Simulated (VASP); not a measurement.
# GeSb2Te4 (R-3m) in VASP: equation of state

Aim: energy against volume of GeSb2Te4 in PBEsol, for its equilibrium volume and stiffness.

All numbers are computed with VASP 6.6.1; they aren't measurements. Logs are shortened: lines on timing, memory, paths and dates and some standing lists are left out, and cuts for length are marked.

### Step 1. The structure

The structure is trigonal, space group R-3m (No. 166). Conventional cell: a = 4.319 Å, b = 4.319 Å, c = 39.684 Å, α = 90.00°, β = 90.00°, γ = 120.00°. Around Te (site symmetry 3m) lie 3 Ge at 3.01 Å and 3 Te at 3.31 Å. Te (site symmetry 3m) is surrounded by 3 Sb at 3.03 Å and 3 Te at 3.31 Å. Around Sb (site symmetry 3m) lie 3 Te at 3.03 Å and 3 Sb at 3.24 Å. Around Ge (site symmetry -3m) lie 6 Te at 3.01 Å.

The cell is a database's computed one.

### Step 2. Equation of state, PBEsol, 28.69 Å³/atom (volume scaled by 0.94)

The input, INCAR:

```
  PREC = Accurate
  ENCUT = 520
  EDIFF = 1E-7
  ISMEAR = -1
  SIGMA = 0.05
  LREAL = F
  LASPH = T
  NELM = 100
  ALGO = Normal
  ISIF = 2
  LWAVE = F
  LCHARG = F
  GGA = PS
  NBANDS = 33
  KPAR = 2
```

The input, KPOINTS:

```
Automatic mesh
0
Gamma
  7 7 7
```

The input, POSCAR:

```
GeSb2Te4
1.0
    2.1152095456      1.2212168006     12.9580036514
   -2.1152095456      1.2212168006     12.9580036514
    0.0000000000     -2.4424336011     12.9580036514
Te Sb Ge
4 2 1
Direct
    0.7089720000      0.7089720000      0.7089720000
    0.2910280000      0.2910280000      0.2910280000
    0.5696830000      0.5696830000      0.5696830000
    0.4303170000      0.4303170000      0.4303170000
    0.8594110000      0.8594110000      0.8594110000
    0.1405890000      0.1405890000      0.1405890000
    0.0000000000      0.0000000000      0.0000000000
```

Potentials or basis: VASP PAW PBE potentials, release 64 (Te, Sb, Ge_d).

Launch:

```sh
> cat potpaw_PBE.64/Te/POTCAR potpaw_PBE.64/Sb/POTCAR potpaw_PBE.64/Ge_d/POTCAR > POTCAR
> mpirun -np 2 vasp_std > vasp.out
```

OUTCAR:

```text
PREC = Accurate
   ENCUT = 520
   EDIFF = 1E-7
   ISMEAR = -1
   LREAL = F
   LASPH = T
   NELM = 100
   ISIF = 2
   GGA = PS

 Found     44 irreducible k-points:

 Following reciprocal coordinates:
            Coordinates               Weight
  0.000000  0.000000  0.000000      1.000000
  0.142857  0.000000 -0.000000      6.000000
  0.285714 -0.000000 -0.000000      6.000000
  0.428571  0.000000 -0.000000      6.000000
  0.142857  0.142857 -0.000000      6.000000
  0.285714  0.142857  0.000000     12.000000
   k-points           NKPTS =     44   k-points in BZ     NKDIM =     44   number of bands    NBANDS=     33
   number of dos      NEDOS =    301   number of ions     NIONS =      7
   total plane-waves  NPLWV = 941192
   dimension x,y,z NGX =    98 NGY =   98 NGZ =   98
   dimension x,y,z NGXF=   196 NGYF=  196 NGZF=  196
   ions per type =               4   2   1
   NGX,Y,Z   is equivalent  to a cutoff of  12.36, 12.36, 12.36 a.u.
   NGXF,Y,Z  is equivalent  to a cutoff of  24.71, 24.71, 24.71 a.u.
 SYSTEM =  unknown system
   PREC   = accura    normal or accurate (medium, high low for compatibility)
   ISTART =      0    job   : 0-new  1-cont  2-samecut
   ICHARG =      2    charge: 1-file 2-atom 10-const
   ISPIN  =      1    spin polarized calculation?
   LNONCOLLINEAR =      F non collinear calculations
   LSORBIT =      F    spin-orbit coupling
   LASPH  =      T    aspherical Exc in radial PAW
   ENCUT  =  520.0 eV  38.22 Ry    6.18 a.u.  24.52 24.52 24.52*2*pi/ulx,y,z
   NELM   =    100;   NELMIN=  2; NELMDL= -5     # of ELM steps
   EDIFF  = 0.1E-06   stopping-criterion for ELM
   LREAL  =      F    real-space projection
   EDIFFG = 0.1E-05   stopping-criterion for IOM
   NSW    =      0    number of steps for IOM
   IBRION =     -1    ionic relax: 0-MD 1-quasi-New 2-CG
   NFREE  =      0    steps in history (QN), initial steepest desc. (CG)
   ISIF   =      2    stress and relaxation
   ISYM   =      2    0-nonsym 1-usesym 2-fastsym
   POTIM  = 0.5000    time-step for ionic-motion
   TEBEG  =    0.0;   TEEND  =   0.0 temperature during run
   PSTRESS=    0.0 pullay stress
   NELECT =      48.0000    total number of electrons
   NUPDOWN=      -1.0000    fix difference up-down
   EMIN   =  10.00;   EMAX   =-10.00  energy-range for DOS
   EFERMI =   0.00;   METHOD = LEGACY
   ISMEAR =    -1;   SIGMA  =   0.05  broadening in eV -4-tet -1-fermi 0-gaus
   EFERMI_NEDOS =   21; number of points for ismear=-14 and -15
   IALGO  =     38    algorithm
   IMIX   =      4    mixing-type and parameters
     AMIX     =   0.40;   BMIX     =  1.00
     AMIX_MAG =   1.60;   BMIX_MAG =  1.00
  volume/ion in A,a.u.               =      28.69       193.61
  Fermi-wavevector in a.u.,A,eV,Ry     =   1.015960  1.919887 14.043598  1.032175
  Thomas-Fermi vector in A             =   2.149276
   LORBIT       =      0    0 simple, 1 ext, 2 COOP (PROOUT), +10 PAW based schemes
   GGA     = PS    functional components
   LHFCALC =     F    Hartree Fock is set to
   AEXX    =    0.0000 exact exchange contribution
   IVDW    =     0    specifies the selected vdW correction
   LEPSILON=     F    determine dielectric tensor
   LRPA    =     F    only Hartree local field effects (RPA)
 non-spin polarized calculation
  energy-cutoff  :      520.00
  volume of cell :      200.83
 maximum number of plane-waves:      5431
 NGX is ok and might be reduce to    98
   NGX = 49   NGY = 49   NGZ = 49

 number of electron      47.9999999 magnetization

 Free energy of the ion-electron system (eV)
  ---------------------------------------------------
  ext. energy  EPLUGINS =         0.00000000
  ---------------------------------------------------
  free energy    TOTEN  =       -28.21804462 eV

  energy without entropy =      -28.20108343  energy(sigma->0) =      -28.20956403

 E-fermi :   7.1064     XC(G=0):  -9.8866

 val. band max:        7.1059863898   @ k =   0.1429   0.1429   0.1429
 cond. band min:       7.1133619372   @ k =   0.1429   0.0000  -0.0000
 fundamental gap:      0.0073755474
 Fermi energy:         7.1063923450

 k-point     1 :       0.0000    0.0000    0.0000
  band No.  band energies     occupation
      1     -17.5033      2.00000
      2     -17.5033      2.00000
      3     -17.4975      2.00000
      4     -17.4942      2.00000
      5     -17.4942      2.00000
      6      -6.6667      2.00000
[... 25 lines left out ...]
     32       9.6944      0.00000
     33       9.6944      0.00000

 k-point     2 :       0.1429    0.0000   -0.0000
  band No.  band energies     occupation
      1     -17.5039      2.00000
      2     -17.5032      2.00000
      3     -17.4972      2.00000
      4     -17.4943      2.00000
      5     -17.4939      2.00000
      6      -6.4772      2.00000
[... 25 lines left out ...]
     32       9.6815      0.00000
     33      10.3895      0.00000

 k-point     3 :       0.2857   -0.0000   -0.0000
  band No.  band energies     occupation
      1     -17.5053      2.00000
      2     -17.5029      2.00000
      3     -17.4966      2.00000
      4     -17.4943      2.00000
      5     -17.4930      2.00000
      6      -5.9369      2.00000
[... 25 lines left out ...]
     32      10.5632      0.00000
     33      10.6932      0.00000

 k-point     4 :       0.4286    0.0000   -0.0000
  band No.  band energies     occupation
      1     -17.5064      2.00000
      2     -17.5028      2.00000
      3     -17.4964      2.00000
      4     -17.4941      2.00000
      5     -17.4922      2.00000
      6      -5.2141      2.00000
[... 25 lines left out ...]
     32      11.1901      0.00000
     33      11.3930      0.00000

 k-point     5 :       0.1429    0.1429   -0.0000
  band No.  band energies     occupation
      1     -17.5039      2.00000
      2     -17.5032      2.00000
      3     -17.4972      2.00000
      4     -17.4943      2.00000
      5     -17.4939      2.00000
      6      -6.4731      2.00000
[... 25 lines left out ...]
     32       9.6784      0.00000
     33      10.3378      0.00000

 k-point     6 :       0.2857    0.1429    0.0000
  band No.  band energies     occupation
      1     -17.5048      2.00000
      2     -17.5031      2.00000
      3     -17.4967      2.00000
      4     -17.4943      2.00000
      5     -17.4933      2.00000
      6      -6.1029      2.00000
[... 25 lines left out ...]
     32      10.6527      0.00000
     33      10.7767      0.00000

 [... further k-points ...]

------------------------ aborting loop because EDIFF is reached ----------------------------------------

  FORCE on cell =-STRESS in cart. coord.  units (eV):
  Direction    XX          YY          ZZ          XY          YZ          ZX
  --------------------------------------------------------------------------------------
  -------------------------------------------------------------------------------------
  Total        0.9393144      0.9393144      0.9596947      0.0000000      0.0000000      0.0000000
  in kB        7.4935231      7.4935231      7.6561097      0.0000000      0.0000000      0.0000000
  external PRESSURE =       7.5477186 kB  Pullay stress =       0.0000000 kB

 VOLUME and BASIS-vectors are now :
 -----------------------------------------------------------------------------
  energy-cutoff  :      520.00
  volume of cell :      200.83
      direct lattice vectors                 reciprocal lattice vectors
     2.115209546  1.221216801 12.958003651     0.236383199  0.136475904  0.025724127
    -2.115209546  1.221216801 12.958003651    -0.236383199  0.136475904  0.025724127
     0.000000000 -2.442433601 12.958003651     0.000000000 -0.272951808  0.025724127

 POSITION                                       TOTAL-FORCE (eV/Angst)
 -----------------------------------------------------------------------------------
      0.00000      0.00000     27.56059         0.000000     -0.000000     -0.102198
      0.00000      0.00000     11.31343         0.000000      0.000000      0.102198
      0.00000      0.00000     22.14586         0.000000      0.000000      0.246476
      0.00000      0.00000     16.72815         0.000000     -0.000000     -0.246476
      0.00000      0.00000     33.40875         0.000000     -0.000000     -0.304628
      0.00000      0.00000      5.46526         0.000000      0.000000      0.304628
      0.00000      0.00000      0.00000         0.000000     -0.000000     -0.000000
 -----------------------------------------------------------------------------------
    total drift:                               -0.000000      0.000000      0.000000

  FREE ENERGIE OF THE ION-ELECTRON SYSTEM (eV)
  ---------------------------------------------------
  free  energy   TOTEN  =       -28.2180446216 eV

  energy  without entropy=      -28.2010834294  energy(sigma->0) =      -28.20956403
```

Run time: 26 min. Hardware: 2 MPI ranks of Intel Xeon 6975P-C (Granite Rapids), shared host; peak memory 1.8 GiB.

What came out:

* Free energy: -28.2180 eV
* Pressure: 0.8 GPa
* Largest force: 0.305 eV/Å
* Band gap on the k mesh: none (metal or under the smearing width)

Caveat: the PAW data sets were made with another functional, which shifts forces and pressure a little.

### Step 3. Equation of state, PBEsol, 29.30 Å³/atom (volume scaled by 0.96)

INCAR is that of step 2.

KPOINTS is that of step 2.

POSCAR, as its differences from that of step 2:

```diff
@@ -2,5 +2,5 @@
 1.0
-    2.1152095456      1.2212168006     12.9580036514
-   -2.1152095456      1.2212168006     12.9580036514
-    0.0000000000     -2.4424336011     12.9580036514
+    2.1301058783      1.2298172023     13.0492602049
+   -2.1301058783      1.2298172023     13.0492602049
+    0.0000000000     -2.4596344045     13.0492602049
 Te Sb Ge
```

Potentials or basis: VASP PAW PBE potentials, release 64 (Te, Sb, Ge_d).

Launch:

```sh
> cat potpaw_PBE.64/Te/POTCAR potpaw_PBE.64/Sb/POTCAR potpaw_PBE.64/Ge_d/POTCAR > POTCAR
> mpirun -np 2 vasp_std > vasp.out
```

It took 24 min on 2 MPI ranks of Intel Xeon 6975P-C (Granite Rapids), shared host; peak memory 1.9 GiB.

Results (log left out):

* Free energy: -28.2215 eV
* Pressure: -0.5 GPa
* Largest force: 0.208 eV/Å
* Band gap on the k mesh: none (metal or under the smearing width)

Caveat: the PAW data sets were made with another functional, which shifts forces and pressure a little.

### Step 4. Equation of state, PBEsol, 29.91 Å³/atom (volume scaled by 0.98)

INCAR is that of step 3.

KPOINTS is that of step 3.

POSCAR, as its differences from that of step 3:

```diff
@@ -2,5 +2,5 @@
 1.0
-    2.1301058783      1.2298172023     13.0492602049
-   -2.1301058783      1.2298172023     13.0492602049
-    0.0000000000     -2.4596344045     13.0492602049
+    2.1447967279      1.2382989683     13.1392579468
+   -2.1447967279      1.2382989683     13.1392579468
+    0.0000000000     -2.4765979364     13.1392579468
 Te Sb Ge
```

Launch:

```sh
> cat potpaw_PBE.64/Te/POTCAR potpaw_PBE.64/Sb/POTCAR potpaw_PBE.64/Ge_d/POTCAR > POTCAR
> mpirun -np 2 vasp_std > vasp.out
```

Run time: 24 min. Hardware: 2 MPI ranks of Intel Xeon 6975P-C (Granite Rapids), shared host; peak memory 1.9 GiB.

The run converged. Its results:

- Free energy: -28.1936 eV
- Pressure: -1.6 GPa
- Largest force: 0.120 eV/Å
- Band gap on the k mesh: none (metal or under the smearing width)

Caveat: the PAW data sets were made with another functional, which shifts forces and pressure a little.

(Part 1 of 2 ends here.)
